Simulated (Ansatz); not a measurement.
**SiO2: response to strain**

Aim: deform SiO2 (zz strain of -2 %) and compute stress, forces and field gradients with LAPW, PAW and all-electron datasets made for the crystal.

Program: Ansatz 0.2.0. Level of theory: DFT PBE, scalar-relativistic. These are calculated values, not measurements.

## Step 1: The structure to begin with

It takes space group I-42d (No. 122, tetragonal). Conventional cell: a = 4.748 Å, b = 4.748 Å, c = 7.488 Å, α = 90.00°, β = 90.00°, γ = 90.00°. Si (site symmetry -4) is surrounded by 4 O at 1.62 Å. O (site symmetry 2) is surrounded by 2 Si at 1.62 Å.

Structure file:

```xyz
6
Lattice="-2.3740 2.3740 3.7440 2.3740 -2.3740 3.7440 2.3740 2.3740 -3.7440" Properties=species:S:1:pos:R:3 pbc="T T T"
Si    0.0000    0.0000    0.0000
Si    0.0000    2.3740    1.8720
O     1.1870    2.9599    2.8080
O     0.5858    1.1870    0.9360
O    -1.1870    1.7882    2.8080
O    -0.5858    3.5611    0.9360
```

Atoms are numbered in the order of the input: Si1, Si2, O3, O4, O5, O6.

## Step 2: The deformed structure

Space group I-42d before, I-42d after.

## Step 3: LAPW, all electrons

input.yaml

```yaml
crystal:
  lattice:
    - [-2.37405, 2.37405, 3.66912]
    - [2.37405, -2.37405, 3.66912]
    - [2.37405, 2.37405, -3.66912]
  atoms:
    - { symbol: Si, position: [0.0, 0.0, 0.0] }
    - { symbol: Si, position: [0.75, 0.25, 0.5] }
    - { symbol: O, position: [0.99838, 0.625, 0.87338] }
    - { symbol: O, position: [0.375, 0.24838, 0.37338] }
    - { symbol: O, position: [0.75162, 0.125, 0.12662] }
    - { symbol: O, position: [0.875, 0.00162, 0.62662] }
kpoints:
  mp_grid: { grid: [7, 7, 7] }
  band_path:
    path:
      - [0.0, 0.0, 0.0]
      - [0.0, 0.0, 0.5]
      - [0.25, 0.25, 0.25]
      - [0.0, 0.5, 0.0]
      - [0.0, 0.0, 0.0]
      - [0.5, 0.5, -0.5]
      - [0.3546636558, 0.6453363442, -0.3546636558]
      - [-0.3546636558, 0.3546636558, 0.3546636558]
      - [0.0, 0.0, 0.0]
    npoints: 5
scf:
  occupations: { method: fermi_dirac, width: 0.03 }
hamiltonian:
  xc: pbe
  pseudopotentials: { kind: all_electron, lapw: { basis_error: 0.001 } }
output:
  forces: true
  stress: true
  eigenvalues: true
```

Launch:

```sh
$ ansatz run input.yaml --threads 2 --pin off --max-ram 6144MiB --backend cpu --events-out ev --progress --plain --runs-dir out
```

## Step 4: Frozen-core PAW

input.yaml

```yaml
crystal:
  lattice:
    - [-2.37405, 2.37405, 3.66912]
    - [2.37405, -2.37405, 3.66912]
    - [2.37405, 2.37405, -3.66912]
  atoms:
    - { symbol: Si, position: [0.0, 0.0, 0.0] }
    - { symbol: Si, position: [0.75, 0.25, 0.5] }
    - { symbol: O, position: [0.99838, 0.625, 0.87338] }
    - { symbol: O, position: [0.375, 0.24838, 0.37338] }
    - { symbol: O, position: [0.75162, 0.125, 0.12662] }
    - { symbol: O, position: [0.875, 0.00162, 0.62662] }
kpoints:
  mp_grid: { grid: [7, 7, 7] }
scf:
  occupations: { method: fermi_dirac, width: 0.03 }
hamiltonian:
  xc: pbe
  pseudopotentials: { kind: paw }
output:
  forces: true
  stress: true
  eigenvalues: true
  efg: { contact_densities: true }
```

## Step 5: All-electron PAW on datasets made for the crystal

Edit input.yaml of step 4 so:

```diff
@@ -18,3 +18,3 @@
   xc: pbe
-  pseudopotentials: { kind: paw }
+  pseudopotentials: { kind: all_electron, datasets: crystal }
 output:
```

(Steps that only read results are left out.)

Q: Predict the outcome of this session. Wanted: pressure; largest shear or deviatoric stress.

The runs gave:

| quantity | value |
| --- | --- |
| pressure | LAPW 7.25, PAW 7.26, crystal datasets 7.25 GPa |
| largest shear or deviatoric stress (LAPW) | 0.57 GPa |

What this shows: The largest part of the stress beyond the pressure is 0.57 GPa in size, in the zz component; the atoms are carried along and not relaxed. No run of the undeformed cell stands beside it, so the pressure holds what the given cell had before the change. PAW: stress within 0.02 GPa of LAPW, forces within 1 meV/Å. Crystal datasets: stress within 0.01 GPa of LAPW, forces within 1 meV/Å.
